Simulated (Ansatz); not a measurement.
Runs of Ansatz 0.2.0 on In. The structure is cubic, space group Im-3m (No. 229). Conventional cell: a = 3.765 Å, b = 3.765 Å, c = 3.765 Å, α = 90.00°, β = 90.00°, γ = 90.00°. In (site symmetry m-3m) has 8 In at 3.26 Å as nearest neighbours. This isn't the form of In at room conditions, which is tetragonal.

```tsv
task	level	cell	cutoff (eV)	smearing	points for each segment of the path	gap on the mesh (eV)	pressure (GPa)	relaxed volume (Å³/atom)
band structure	revPBE	as given	420	fermi-dirac 0.05 eV	14	none	2.7	-
relaxation of cell and atoms	BLYP	relaxed	420	fermi-dirac 0.05 eV	-	none	0.0	(c)
relaxation of cell and atoms	PBEsol	relaxed	420	fermi-dirac 0.05 eV	-	none	0.0	(b)
band structure	BLYP	as given	420	fermi-dirac 0.05 eV	14	none	5.6	-
band structure	PBEsol	as given	420	fermi-dirac 0.05 eV	14	none	-1.3	-
band structure	r2SCAN	as given	500	fermi-dirac 0.05 eV	14	none	-0.2	-
single point	PBE	as given	420	gaussian 0.012 eV	-	none	1.5	-
relaxation of cell and atoms	RPBE	relaxed	420	fermi-dirac 0.05 eV	-	none	0.0	(a)
```

Alike in all rows: potentials or basis Ansatz PAW; no spin polarisation; k mesh 10 × 10 × 10.

Problem. Fill in the values left out.

Solution. (a) 29.15; (b) 25.76; (c) 31.40.

Caveats: the PAW data sets come from PBE, with cores solved anew for the run's functional, which leaves a small shift of forces and pressure (some runs); spin-orbit coupling is left out, which moves the levels of the heavy elements (some runs); the plane-wave basis is chosen anew once the cell has moved, so the energies of steps on either side of that aren't comparable (some runs); the volume moved by over 15 % at a fixed basis, so the end points are rough (some runs).

A k mesh can miss the band edges, and the runs leave out spin-orbit coupling on In.

A gap of «none» marks a metal or a gap under the smearing width.
